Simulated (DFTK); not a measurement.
MgSe:

```xyz
2
Lattice="0.0000 2.7255 2.7255 2.7255 0.0000 2.7255 2.7255 2.7255 0.0000" Properties=species:S:1:pos:R:3 pbc="T T T"
Se    2.7255    2.7255    2.7255
Mg    0.0000    0.0000    0.0000
```

Base run:

* Program: DFTK 0.8.2
* Functional: PBEsol
* Potentials or basis: dojo.nc.sr.pbesol.v0_4_1.standard.upf (PBEsol)
* Cutoff: 1170 eV
* k mesh: 8 × 8 × 8
* Occupations: fermi-dirac, width 0.05 eV
* Spin: no spin polarisation

Its results: band gap on the k mesh 1.77 eV, indirect (least direct gap 2.50 eV); pressure 0.0 GPa.

Task: The run is repeated on the same cell with these changes: functional from PBEsol to PBE; potentials or basis from dojo.nc.sr.pbesol.v0_4_1.standard.upf (PBEsol) to dojo.nc.sr.pbe.v0_4_1.standard.upf (PBE). What comes out?

Result: Band gap on the k mesh 1.82 eV, indirect (least direct gap 2.60 eV); pressure 2.1 GPa.

A k mesh can miss the band edges.
